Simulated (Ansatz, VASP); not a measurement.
**Si: 3 runs at one level of theory**

The starting cell:

```
CELL_PARAMETERS angstrom
0.00000 2.72185 2.72185
2.72185 0.00000 2.72185
2.72185 2.72185 0.00000
ATOMIC_POSITIONS crystal
Si 0.50000 0.50000 0.50000
Si 0.75000 0.75000 0.75000
```

Alike in all runs: task relaxation of cell and atoms; functional revPBE; dispersion D4; k mesh 8 × 8 × 8; occupations fermi-dirac, width 0.05 eV; no spin polarisation; no spin-orbit coupling.

```tsv
program and potentials	plane-wave cutoff (eV)	notes	equilibrium volume (Å³/atom)
Ansatz, Ansatz PAW	420	potentials made for PBE, which Ansatz adapts in part	19.62
Ansatz, all-electron LAPW, scalar-relativistic	-	-	19.61
VASP, PBE PAW files Si, 600 eV	600	potentials made for PBE	19.58
```

The equilibrium volume spans 19.58 (VASP, PBE PAW files Si, 600 eV) to 19.62 Å³/atom (Ansatz, Ansatz PAW), with all-electron results at 19.61. Some sets were made for another functional than the one run, which can shift their rows. Relaxations stop with a little pressure left, so the last digit of a volume isn't settled.

The functional is the same throughout but for its coding, so the spread measures potentials, basis and numerics; runs on potential files found faulty are left out.
